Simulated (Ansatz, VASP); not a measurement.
## TiAl: VASP beside Ansatz

```
Al Ti
1.0
     3.15529    0.00000    0.00000
     0.00000    3.15529    0.00000
     0.00000    0.00000    3.15529
Al Ti
1 1
Direct
  0.00000 0.00000 0.00000
  0.50000 0.50000 0.50000
```

Alike in both runs: functional PBEsol; k mesh 6 × 6 × 6; occupations gaussian, width 0.1 eV; no spin polarisation.

Ansatz relaxed the structure, and its values are those at the end. VASP's run is a single point on that final structure, the one shown.

|  | VASP | Ansatz |
| --- | --- | --- |
| version | VASP 6.6.1 | Ansatz 0.2.0 |
| potentials or method | VASP PAW PBE potentials, release 64 (Al, Ti_sv) | scalar-relativistic, plane waves, PAW |
| plane-wave cutoff (eV) | 520 | 420 |
| valence electrons in the cell | 15 | 15 |

|  | VASP | Ansatz | Ansatz less VASP |
| --- | --- | --- | --- |
| gap on the k mesh at the Fermi level (eV) | none | none | - |
| pressure (GPa) | -0.1 | -0.1 | -0.01 |

A gap of «none» marks a metal or a gap that the smearing closes.

Caveats: the PAW data sets were made with another functional, which shifts forces and pressure a little (VASP).
